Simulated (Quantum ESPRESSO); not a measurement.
# HgTe (Coloradoite) (F-43m) in Quantum ESPRESSO: relaxation of cell and atoms with PBE

Aim: the relaxation of cell and atoms of HgTe (Coloradoite) with PBE.

Program: Quantum ESPRESSO 7.5. These are calculated values, not measurements. Logs are shortened: lines on timing, memory, paths and dates and some standing lists are left out, and cuts for length are marked.

## Step 1: The undisturbed crystal

It takes space group F-43m (No. 216, cubic). Conventional cell: a = 6.429 Å, b = 6.429 Å, c = 6.429 Å, α = 90.00°, β = 90.00°, γ = 90.00°. Around Hg (site symmetry -43m) lie 4 Te at 2.78 Å. Te (site symmetry -43m) has 4 Hg at 2.78 Å as nearest neighbours.

## Step 2: Relaxation of cell and atoms, PBE (volume scaled by 1.25)

run.py reads:

```python
import numpy as np
from ase.calculators.espresso import Espresso, EspressoProfile
from ase.io import read

atoms = read('POSCAR')

input_data = {
    'control': {'calculation': 'scf', 'prefix': 'pwscf', 'outdir': './tmp', 'tprnfor': True, 'tstress': True, 'disk_io': 'low'},
    'system': {'ecutwfc': 45.0, 'ecutrho': 360.0, 'nbnd': 15, 'input_dft': 'pbe', 'occupations': 'fixed'},
    'electrons': {'conv_thr': 4e-10, 'electron_maxstep': 120, 'mixing_beta': 0.5},
}
pseudopotentials = {'Hg': 'hg_pbesol_v1.uspp.F.UPF', 'Te': 'te_pbesol_v1.uspp.F.UPF'}
profile = EspressoProfile(command='pw.x', pseudo_dir='pseudo')
dft = Espresso(profile=profile, input_data=input_data, pseudopotentials=pseudopotentials, kpts=(7, 7, 7), koffset=(0, 0, 0))
atoms.calc = dft

from ase.optimize import FIRE
from ase.filters import FrechetCellFilter
done = FIRE(FrechetCellFilter(atoms), trajectory='opt.traj').run(fmax=0.02, steps=30)
print('converged', done)
print('cell (A)', np.round(atoms.cell.cellpar(), 5))
print(f'energy {atoms.get_potential_energy():.8f} eV')
print('forces (eV/A)')
print(np.round(atoms.get_forces(), 6))
print('stress (eV/A^3, Voigt)')
print(np.round(atoms.get_stress(), 8))
```

POSCAR reads:

```
HgTe
1.0
    0.0000000000      3.4627151556      3.4627151556
    3.4627151556      0.0000000000      3.4627151556
    3.4627151556      3.4627151556      0.0000000000
Hg Te
1 1
Direct
    0.0000000000      0.0000000000      0.0000000000
    0.7500000000      0.7500000000      0.7500000000
```

Potentials or basis: GBRV 1.5 PBEsol.

Launch:

```bash
> OMP_NUM_THREADS=1 python run.py
```

Standard output:

```text
Step          Energy          fmax
FIRE:    0    -1828.663301        0.758614
FIRE:    1    -1828.679843        0.696623
FIRE:    2    -1828.707508        0.570622
FIRE:    3    -1828.736438        0.379259
FIRE:    4    -1828.754693        0.122941
FIRE:    5    -1828.752700        0.180456
FIRE:    6    -1828.752941        0.174428
FIRE:    7    -1828.753393        0.163476
FIRE:    8    -1828.754004        0.147084
FIRE:    9    -1828.754689        0.125986
FIRE:   10    -1828.755369        0.101779
FIRE:   11    -1828.755960        0.074429
FIRE:   12    -1828.756396        0.044340
FIRE:   13    -1828.756635        0.011225
converged True
cell (A) [ 4.7097  4.7097  4.7097 60.     60.     60.    ]
energy -1828.75663515 eV
forces (eV/A)
[[-0.  0. -0.]
 [ 0. -0.  0.]]
stress (eV/A^3, Voigt)
[-0.00030391 -0.00030391 -0.00030391  0.         -0.          0.        ]
```

espresso.pwi:

```text
&CONTROL
   calculation      = 'scf'
   tstress          = .true.
   tprnfor          = .true.
   outdir           = './tmp'
   prefix           = 'pwscf'
   disk_io          = 'low'
   pseudo_dir       = 'pseudo'
/
&SYSTEM
   nbnd             = 15
   ecutwfc          = 45.0
   ecutrho          = 360.0
   occupations      = 'fixed'
   input_dft        = 'pbe'
   ntyp             = 2
   nat              = 2
   ibrav            = 0
/
&ELECTRONS
   electron_maxstep = 120
   conv_thr         = 4e-10
   mixing_beta      = 0.5
/
&IONS
/
&CELL
/
&FCP
/
&RISM
/
ATOMIC_SPECIES
Hg 200.592 hg_pbesol_v1.uspp.F.UPF
Te 127.6 te_pbesol_v1.uspp.F.UPF

K_POINTS automatic
7 7 7  0 0 0

CELL_PARAMETERS angstrom
0.00000000000000 3.33026014691411 3.33026014691411
3.33026014691411 0.00000000000000 3.33026014691411
3.33026014691411 3.33026014691411 0.00000000000000

ATOMIC_POSITIONS angstrom
Hg 0.0000000000 0.0000000000 0.0000000000  
Te 4.9953902204 4.9953902204 4.9953902204
```

espresso.pwo:

```text
This program is part of the open-source Quantum ESPRESSO suite
     for quantum simulation of materials; please cite
         "P. Giannozzi et al., J. Phys.:Condens. Matter 21 395502 (2009);
         "P. Giannozzi et al., J. Phys.:Condens. Matter 29 465901 (2017);
         "P. Giannozzi et al., J. Chem. Phys. 152 154105 (2020);
     in publications or presentations arising from this work. More details at

Warning: card &CELL ignored
Warning: card &FCP ignored
Warning: card &RISM ignored

     IMPORTANT: XC functional enforced from input :
     Exchange-correlation= PBE
                           (   1   4   3   4   0   0   0)
     Any further DFT definition will be discarded
     Please, verify this is what you really want

     Message from routine setup:
     using ibrav=0 with symmetry is DISCOURAGED, use correct ibrav instead

     G-vector sticks info
     --------------------
     sticks:   dense  smooth     PW     G-vecs:    dense   smooth      PW
     Sum        1957     967    295                57439    20179    3287

     Using Slab Decomposition

     bravais-lattice index     =            0
     lattice parameter (alat)  =       8.9000  a.u.
     unit-cell volume          =     498.4953 (a.u.)^3
     number of atoms/cell      =            2
     number of atomic types    =            2
     number of electrons       =        18.00
     number of Kohn-Sham states=           15
     kinetic-energy cutoff     =      45.0000  Ry
     charge density cutoff     =     360.0000  Ry
     scf convergence threshold =      4.0E-10
     mixing beta               =       0.5000
     number of iterations used =            8  plain     mixing
     Exchange-correlation= PBE
                           (   1   4   3   4   0   0   0)

     celldm(1)=   8.900041  celldm(2)=   0.000000  celldm(3)=   0.000000
     celldm(4)=   0.000000  celldm(5)=   0.000000  celldm(6)=   0.000000

     crystal axes: (cart. coord. in units of alat)
               a(1) = (   0.000000   0.707107   0.707107 )
               a(2) = (   0.707107   0.000000   0.707107 )
               a(3) = (   0.707107   0.707107   0.000000 )

     reciprocal axes: (cart. coord. in units 2 pi/alat)
               b(1) = ( -0.707107  0.707107  0.707107 )
               b(2) = (  0.707107 -0.707107  0.707107 )
               b(3) = (  0.707107  0.707107 -0.707107 )

     PseudoPot. # 1 for Hg read from file:
     hg_pbesol_v1.uspp.F.UPF
     Pseudo is Ultrasoft + core correction, Zval = 12.0
     Generated by new atomic code, or converted to UPF format
     Using radial grid of  985 points,  6 beta functions with:
                l(1) =   0
                l(2) =   0
                l(3) =   1
                l(4) =   1
                l(5) =   2
                l(6) =   2
     Q(r) pseudized with  8 coefficients,  rinner =    2.000   2.000   2.000
                                                       2.000   2.000

     PseudoPot. # 2 for Te read from file:
     te_pbesol_v1.uspp.F.UPF
     Pseudo is Ultrasoft + core correction, Zval =  6.0
     Generated by new atomic code, or converted to UPF format
     Using radial grid of  891 points,  5 beta functions with:
                l(1) =   0
                l(2) =   0
                l(3) =   1
                l(4) =   1
                l(5) =   2
     Q(r) pseudized with  6 coefficients,  rinner =    1.800   1.800   1.800
                                                       1.800   1.800

     atomic species   valence    mass     pseudopotential
     Hg               12.00   200.59200     Hg( 1.00)
     Te                6.00   127.60000     Te( 1.00)

     24 Sym. Ops. (no inversion) found

   Cartesian axes

     site n.     atom                  positions (alat units)
         1        Hg     tau(   1) = (   0.0000000   0.0000000   0.0000000  )
         2        Te     tau(   2) = (   1.0606602   1.0606602   1.0606602  )

     number of k points=    20
                       cart. coord. in units 2pi/alat
        k(    1) = (   0.0000000   0.0000000   0.0000000), wk =   0.0058309
        k(    2) = (   0.1010153   0.1010153  -0.1010153), wk =   0.0466472
        k(    3) = (   0.2020305   0.2020305  -0.2020305), wk =   0.0466472
        k(    4) = (   0.3030458   0.3030458  -0.3030458), wk =   0.0466472
        k(    5) = (   0.2020305  -0.0000000   0.0000000), wk =   0.0349854
        k(    6) = (   0.3030458   0.1010153  -0.1010153), wk =   0.1399417
[... 12 lines left out ...]
        k(   19) = (  -0.1010153  -0.5050763   0.7071068), wk =   0.1399417
        k(   20) = (   0.0000000  -0.4040610   0.6060915), wk =   0.1399417

     Dense  grid:    57439 G-vectors     FFT dimensions: (  54,  54,  54)

     Smooth grid:    20179 G-vectors     FFT dimensions: (  40,  40,  40)

     Initial potential from superposition of free atoms

     starting charge      17.9997, renormalised to      18.0000
     Starting wfcs are   13 randomized atomic wfcs +    2 random wfcs

     Self-consistent Calculation

     iteration #  1     ecut=    45.00 Ry     beta= 0.50
     Davidson diagonalization with overlap
     ethr =  1.00E-02,  avg # of iterations =  5.3

     Threshold (ethr) on eigenvalues was too large:
     Diagonalizing with lowered threshold

     Davidson diagonalization with overlap
     ethr =  2.39E-04,  avg # of iterations =  3.6

     total energy              =    -134.39977592 Ry
     estimated scf accuracy    <       0.04341873 Ry

     iteration #  2     ecut=    45.00 Ry     beta= 0.50
     Davidson diagonalization with overlap
     ethr =  2.41E-04,  avg # of iterations =  2.0

     total energy              =    -134.40940112 Ry
     estimated scf accuracy    <       0.00926001 Ry

     iteration #  3     ecut=    45.00 Ry     beta= 0.50
     Davidson diagonalization with overlap
     ethr =  5.14E-05,  avg # of iterations =  2.9

     total energy              =    -134.41106740 Ry
     estimated scf accuracy    <       0.00089410 Ry

     iteration #  4     ecut=    45.00 Ry     beta= 0.50
     Davidson diagonalization with overlap
     ethr =  4.97E-06,  avg # of iterations =  5.5

     total energy              =    -134.41112884 Ry
     estimated scf accuracy    <       0.00006684 Ry

     iteration #  5     ecut=    45.00 Ry     beta= 0.50
     Davidson diagonalization with overlap
     ethr =  3.71E-07,  avg # of iterations =  3.4

     total energy              =    -134.41114391 Ry
     estimated scf accuracy    <       0.00000201 Ry

     iteration #  6     ecut=    45.00 Ry     beta= 0.50
     Davidson diagonalization with overlap
     ethr =  1.12E-08,  avg # of iterations =  3.8

     total energy              =    -134.41114518 Ry
     estimated scf accuracy    <       0.00000020 Ry

     iteration #  7     ecut=    45.00 Ry     beta= 0.50
     Davidson diagonalization with overlap
     ethr =  1.09E-09,  avg # of iterations =  2.7

     total energy              =    -134.41114527 Ry
     estimated scf accuracy    <       0.00000005 Ry

     iteration #  8     ecut=    45.00 Ry     beta= 0.50
     Davidson diagonalization with overlap
     ethr =  2.97E-10,  avg # of iterations =  2.0

     total energy              =    -134.41114529 Ry
     estimated scf accuracy    <          1.6E-09 Ry

     iteration #  9     ecut=    45.00 Ry     beta= 0.50
     Davidson diagonalization with overlap
     ethr =  8.64E-12,  avg # of iterations =  3.7

     End of self-consistent calculation

          k = 0.0000 0.0000 0.0000 (  2637 PWs)   bands (ev):

    -6.4631  -1.9111  -1.9111  -1.9111  -1.4848  -1.4848   4.0015   4.9661
     4.9661   4.9661   9.3334   9.3334   9.3334  11.6067  14.4842

          k = 0.1010 0.1010-0.1010 (  2562 PWs)   bands (ev):

    -6.3817  -1.8887  -1.8887  -1.8697  -1.4858  -1.4858   2.9172   4.7851
     4.7851   5.5801   9.2417   9.5929   9.5929  12.6577  13.7082

          k = 0.2020 0.2020-0.2020 (  2551 PWs)   bands (ev):

    -6.1893  -1.8433  -1.8433  -1.6948  -1.4806  -1.4806   1.4262   4.4303
     4.4303   5.7539   9.9807   9.9807  10.1249  12.9159  13.6419

          k = 0.3030 0.3030-0.3030 (  2533 PWs)   bands (ev):

    -6.0248  -1.8141  -1.8141  -1.4664  -1.4664  -1.3382   0.2511   4.1799
     4.1799   5.6580  10.0781  10.0781  11.5246  12.7299  14.6311

          k = 0.2020-0.0000 0.0000 (  2561 PWs)   bands (ev):

    -6.3544  -1.8863  -1.8663  -1.8663  -1.4991  -1.4737   2.8136   4.4976
     4.4976   6.0928   8.5888  10.0078  10.0078  12.5965  13.1160

          k = 0.3030 0.1010-0.1010 (  2538 PWs)   bands (ev):

    -6.1979  -1.8458  -1.8164  -1.7576  -1.4985  -1.4636   1.7323   4.0510
     4.1120   6.5171   8.7085  10.4302  10.5582  12.4963  14.1397

          k = 0.4041 0.2020-0.2020 (  2531 PWs)   bands (ev):

    -6.0212  -1.8078  -1.7820  -1.5455  -1.4566  -1.3901   0.5601   3.5683
     3.9039   6.5325   9.4345  10.6559  10.8479  13.3907  14.2636

          k =-0.2020-0.4041 0.4041 (  2529 PWs)   bands (ev):

    -5.9646  -1.7936  -1.7818  -1.4854  -1.4690  -1.2126   0.1035   3.3081
     3.9893   6.4860   9.7078  10.4663  11.5436  13.4843  14.4434

          k =-0.1010-0.3030 0.3030 (  2546 PWs)   bands (ev):

    -6.0765  -1.8141  -1.8038  -1.5775  -1.4927  -1.4413   0.9193   3.4184
     4.3226   6.4762   9.8420  10.1902  10.4390  13.2059  13.8450

          k =-0.0000-0.2020 0.2020 (  2557 PWs)   bands (ev):

    -6.2625  -1.8633  -1.8433  -1.7957  -1.4975  -1.4714   2.0792   3.9916
     4.6939   6.1964   9.2050   9.7589  10.1998  12.9858  13.6944

          k = 0.4041-0.0000 0.0000 (  2550 PWs)   bands (ev):

    -6.0957  -1.7901  -1.7553  -1.7553  -1.4890  -1.4485   1.3688   3.6777
     3.6777   6.8571   8.0317  11.4891  11.4891  11.7837  14.8660

          k = 0.5051 0.1010-0.1010 (  2545 PWs)   bands (ev):

    -5.9545  -1.7606  -1.7094  -1.6452  -1.4418  -1.3541   0.6009   3.1388
     3.4377   7.0340   8.3293  11.1890  11.9060  13.2582  15.2739

          k =-0.1010-0.5051 0.5051 (  2553 PWs)   bands (ev):

    -5.8834  -1.7562  -1.7085  -1.5488  -1.4590  -1.1131   0.0741   2.6135
     3.5288   7.1341   9.2307  11.4035  11.5806  12.9086  14.6267

          k = 0.0000-0.4041 0.4041 (  2534 PWs)   bands (ev):

    -5.9395  -1.7689  -1.7524  -1.5050  -1.4864  -1.2657   0.3670   2.6165
     3.9023   7.0794   9.7195  10.9057  10.9263  13.3705  13.4765

          k = 0.6061-0.0000 0.0000 (  2514 PWs)   bands (ev):

    -5.8729  -1.7294  -1.6533  -1.6533  -1.4282  -1.2312   0.2189   3.1331
     3.1331   6.8582   7.7440  12.5857  13.1320  13.1320  15.1651

          k =-0.0000-0.6061 0.6061 (  2542 PWs)   bands (ev):

    -5.8410  -1.7278  -1.6525  -1.6172  -1.4367  -1.0789  -0.0202   2.7722
     3.1701   7.0528   8.1658  12.2788  12.8322  13.2315  15.1726

          k = 0.4041 0.2020 0.0000 (  2555 PWs)   bands (ev):

    -6.0477  -1.7970  -1.7687  -1.6374  -1.4705  -1.4343   0.9924   3.2180
     3.9136   7.0135   8.8568  10.2742  11.3676  12.8047  15.1260

          k =-0.2020-0.4041 0.6061 (  2535 PWs)   bands (ev):

    -5.9222  -1.7630  -1.7424  -1.5318  -1.4680  -1.2112   0.2393   2.7958
     3.6048   7.2244   9.4867  10.2657  11.9329  12.9434  14.7999

          k =-0.1010-0.5051 0.7071 (  2534 PWs)   bands (ev):

    -5.8667  -1.7262  -1.6924  -1.5934  -1.4499  -1.1413   0.1312   2.8337
     3.0886   7.3759   8.5515  11.0567  12.4852  13.4190  15.5063

          k = 0.0000-0.4041 0.6061 (  2534 PWs)   bands (ev):

    -5.8526  -1.7301  -1.6995  -1.5332  -1.4822  -1.0375  -0.0066   2.5489
     3.1593   7.5932   9.4364  10.6068  11.6209  13.3437  14.9670

     highest occupied, lowest unoccupied level (ev):     4.9661    4.9661

!    total energy              =    -134.41114529 Ry
     estimated scf accuracy    <          1.0E-10 Ry

     The total energy is the sum of the following terms:
     one-electron contribution =     -36.56728199 Ry
     hartree contribution      =      30.38937033 Ry
     xc contribution           =     -53.49049117 Ry
     ewald contribution        =     -74.74274247 Ry

     convergence has been achieved in   9 iterations

     Forces acting on atoms (cartesian axes, Ry/au):

     atom    1 type  1   force =    -0.00000000    0.00000000   -0.00000000
     atom    2 type  2   force =     0.00000000   -0.00000000    0.00000000

     Total force =     0.000000     Total SCF correction =     0.000000

     Computing stress (Cartesian axis) and pressure

          total   stress  (Ry/bohr**3)                   (kbar)     P=        0.49
   0.00000331  -0.00000000   0.00000000            0.49       -0.00        0.00
  -0.00000000   0.00000331  -0.00000000           -0.00        0.49       -0.00
   0.00000000  -0.00000000   0.00000331            0.00       -0.00        0.49

=------------------------------------------------------------------------------=
   JOB DONE.
=------------------------------------------------------------------------------=
```

It took 5.5 min on 1 thread of Arm Neoverse V1, shared host; peak memory 0.27 GiB.

What came out:

```yaml
Free_energy: -1828.7568 eV
Relaxed_volume: 36.93 Å³/atom
Relaxed_cell: a = 4.710 Å, b = 4.710 Å, c = 4.710 Å, α = 60.00°, β = 60.00°, γ = 60.00°
Space_group_after_relaxing_to_0.05_Å: F-43m (No. 216)
Energy_gained_by_relaxing: 46.7 meV/atom
Ionic_steps: 14
Pressure_after_relaxing: 0.0 GPa
Band_gap_on_the_k_mesh: none (metal or under the smearing width)
```

Step by step:
| step | energy change (eV) | largest force (eV/Å) | pressure (GPa) | volume (Å³) |
| --- | --- | --- | --- | --- |
| 1 | 0.0000 | 0.0000 | -2.93 | 83.04 |
| 2 | -0.0165 | 0.0000 | -2.72 | 82.10 |
| 3 | -0.0442 | 0.0000 | -2.28 | 80.33 |
| 4 | -0.0731 | 0.0000 | -1.56 | 77.92 |
| 5 | -0.0914 | 0.0000 | -0.52 | 75.16 |
| 6 | -0.0894 | 0.0000 | 0.80 | 72.36 |
| 7 | -0.0896 | 0.0000 | 0.77 | 72.41 |
| 8 | -0.0901 | 0.0000 | 0.72 | 72.51 |
| 9 | -0.0907 | 0.0000 | 0.65 | 72.65 |
| 10 | -0.0914 | 0.0000 | 0.55 | 72.83 |
| 11 | -0.0921 | 0.0000 | 0.45 | 73.05 |
| 12 | -0.0927 | 0.0000 | 0.33 | 73.29 |
| 13 | -0.0931 | 0.0000 | 0.19 | 73.56 |
| 14 | -0.0933 | 0.0000 | 0.05 | 73.87 |

Final structure:
```
Hg Te
1.0
     0.00000    3.33026    3.33026
     3.33026    0.00000    3.33026
     3.33026    3.33026    0.00000
Hg Te
1 1
Direct
  0.00000 0.00000 0.00000
  0.75000 0.75000 0.75000
```

Caveat: the potentials were made for another functional, which shifts forces and pressure.
